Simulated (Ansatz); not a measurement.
# Yb under changes of volume

One of the cells (39.836 Å³/atom); the others are scaled copies at fixed shape and fractional positions:

```xyz
1
Lattice="-2.1515 2.1515 2.1515 2.1515 -2.1515 2.1515 2.1515 2.1515 -2.1515" Properties=species:S:1:pos:R:3 pbc="T T T"
Yb    0.0000    0.0000    0.0000
```

This isn't the form of Yb at room conditions, which is fcc.

| Property | Result |
| --- | --- |
| Program | Ansatz 0.2.0 |
| Functional | PBE |
| Potentials or basis | Ansatz PAW |
| Cutoff | 420 eV (not typed: the program's choice for these potentials) |
| k mesh | 9 × 9 × 9 |
| Occupations | fermi-dirac, width 0.05 eV |
| Spin | collinear spin, ferromagnetic start |
| Starting moments | [1.0] μB |

```tsv
volume (Å³/atom)	energy over the lowest point (meV/atom)	pressure (GPa)
37.446	0.00	-1.4
38.242	7.62	-1.7
39.039	16.65	-1.9
39.836	26.93	-2.2
40.633	38.38	-2.4
41.429	50.83	-2.6
42.226	?	?
```

Problem. What does the run at 42.226 Å³/atom give?

Solution. Energy over the lowest point 64.22 meV/atom; pressure -2.7 GPa.

Worked out: A Birch-Murnaghan fit of order 3 (a polynomial in V^(-2/3)) to the other rows has no minimum within the range. It gives 64.24 meV/atom at 42.226 Å³/atom, against the run's 64.22, and -dE/dV = -2.8 GPa, against -2.7.

Energies are extrapolated to zero smearing.

Caveats: the starting moments weren't kept.
